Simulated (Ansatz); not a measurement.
Runs of Ansatz 0.2.0 on MgS. Symmetry: F-43m, No. 216, cubic system. The conventional cell has a = 5.666 Å, b = 5.666 Å, c = 5.666 Å, α = 90.00°, β = 90.00°, γ = 90.00°. Around S (site symmetry -43m) lie 4 Mg at 2.45 Å. Mg (site symmetry -43m) is surrounded by 4 S at 2.45 Å. The cell comes from a database or a generator and needn't be the stable form of this composition.

| task | level | cell | cutoff (eV) | points for each segment of the path | gap on the mesh (eV) | pressure (GPa) | relaxed volume (Å³/atom) |
| --- | --- | --- | --- | --- | --- | --- | --- |
| relaxation of cell and atoms | HSEsol | relaxed | 420 | - | 4.46 | 0.0 | (a) |
| relaxation of cell and atoms | HF | relaxed | 420 | - | 10.80 | 0.0 | 23.58 |
| band structure | PBEsol0 | as given | 420 | 4 | (c) | -1.1 | - |
| band structure | r2SCAN50 | as given | 500 | 4 | 7.10 | -1.1 | - |
| band structure | HSE06 | as given | 420 | 4 | 4.52 | 0.0 | - |
| relaxation of cell and atoms | PBE0 | relaxed | 420 | - | 5.22 | 0.0 | (b) |
| relaxation of cell and atoms | B3LYP | relaxed | 420 | - | 4.88 | 0.0 | (d) |
| band structure | r2SCAN0 | as given | 500 | 4 | 5.60 | -0.6 | - |

Alike in all rows: potentials or basis Ansatz PAW; no spin polarisation; k mesh 4 × 4 × 4; smearing fermi-dirac 0.05 eV; the mesh is coarse, so values aren't converged.

Q: Estimate the missing entries.

A: (a) 22.36; (b) 22.72; (c) 5.07; (d) 23.18.

Caveats: all runs use coarse meshes; the PAW data sets come from PBE, with cores solved anew for the run's functional, which leaves a small shift of forces and pressure; the plane-wave basis is chosen anew once the cell has moved, so the energies of steps on either side of that aren't comparable (some runs); the thresholds are loose for stress (some runs).

A k mesh can miss the band edges.
